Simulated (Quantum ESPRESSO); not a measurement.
Write the native input for Quantum ESPRESSO 7.5 that does the following.

| Item | Value |
| --- | --- |
| Task | real-space fields |
| Functional | rev-vdW-DF2 |
| Potentials or basis | SSSP 1.3 efficiency PBE |
| Cutoff | 748 eV |
| Density cutoff | 5987 eV |
| k mesh | 9 × 9 × 9 |
| Occupations | fixed |
| Spin | no spin polarisation |
| Mixing beta | 0.5 |
| Most SCF iterations | 120 |
| SCF threshold | 4e-10 Ry |
| Mixing mode | TF |

LiCl:

```
CELL_PARAMETERS angstrom
0.00000 2.53011 2.53011
2.53011 0.00000 2.53011
2.53011 2.53011 0.00000
ATOMIC_POSITIONS crystal
Cl 0.50000 0.50000 0.50000
Li 0.00000 0.00000 0.00000
```

The cell isn't the ideal one: volume scaled by 0.96.

One way to write it, as run:

pw.in

```
&CONTROL
  calculation = 'scf'
  prefix = 'pwscf'
  outdir = './tmp'
  pseudo_dir = './pseudo'
  tprnfor = .true.
  tstress = .true.
  disk_io = 'low'
/
&SYSTEM
  ibrav = 0
  nat = 2
  ntyp = 2
  ecutwfc = 55
  ecutrho = 440
  nbnd = 10
  input_dft = 'vdw-df2-b86r'
  occupations = 'fixed'
/
&ELECTRONS
  conv_thr = 4d-10
  electron_maxstep = 120
  mixing_beta = 0.5
  mixing_mode = 'TF'
/
ATOMIC_SPECIES
Cl    35.4500 cl_pbe_v1.4.uspp.F.UPF
Li     6.9400 li_pbe_v1.4.uspp.F.UPF
CELL_PARAMETERS angstrom
   0.0000000000    2.5301066968    2.5301066968
   2.5301066968    0.0000000000    2.5301066968
   2.5301066968    2.5301066968    0.0000000000
ATOMIC_POSITIONS angstrom
Cl     2.5301066968    2.5301066968    2.5301066968
Li     0.0000000000    0.0000000000    0.0000000000
K_POINTS automatic
9 9 9 0 0 0
```

pp_density.in

```
&INPUTPP
  prefix = 'pwscf'
  outdir = './tmp'
  filplot = 'density.dat'
  plot_num = 0
/
&PLOT
  nfile = 1
  filepp(1) = 'density.dat'
  iflag = 3
  output_format = 6
  fileout = 'density.cube'
/
```

pp_potential.in

```
&INPUTPP
  prefix = 'pwscf'
  outdir = './tmp'
  filplot = 'potential.dat'
  plot_num = 11
/
&PLOT
  nfile = 1
  filepp(1) = 'potential.dat'
  iflag = 3
  output_format = 6
  fileout = 'potential.cube'
/
```

pp_potential_ks.in

```
&INPUTPP
  prefix = 'pwscf'
  outdir = './tmp'
  filplot = 'potential_ks.dat'
  plot_num = 1
/
&PLOT
  nfile = 1
  filepp(1) = 'potential_ks.dat'
  iflag = 3
  output_format = 6
  fileout = 'potential_ks.cube'
/
```

Potentials or basis: SSSP 1.3 efficiency PBE.

The run is started by

```console
$ OMP_NUM_THREADS=1 pw.x -in pw.in > pw.out
$ OMP_NUM_THREADS=1 pp.x -in pp_density.in > pp_density.out
$ OMP_NUM_THREADS=1 pp.x -in pp_potential.in > pp_potential.out
$ OMP_NUM_THREADS=1 pp.x -in pp_potential_ks.in > pp_potential_ks.out
```

It gave:

The pressure is 1.0 GPa and the band gap on the k mesh is 6.54 eV, direct.

Caveat: the potentials were made for another functional, which shifts forces and pressure; an odd mesh through Γ misses points on the zone boundary, where band edges often lie.

Wall time 4.4 min on 1 thread of INTEL(R) XEON(R) PLATINUM 8581C CPU @ 2.10GHz (Emerald Rapids) (shared host), peak memory 0.18 GiB.
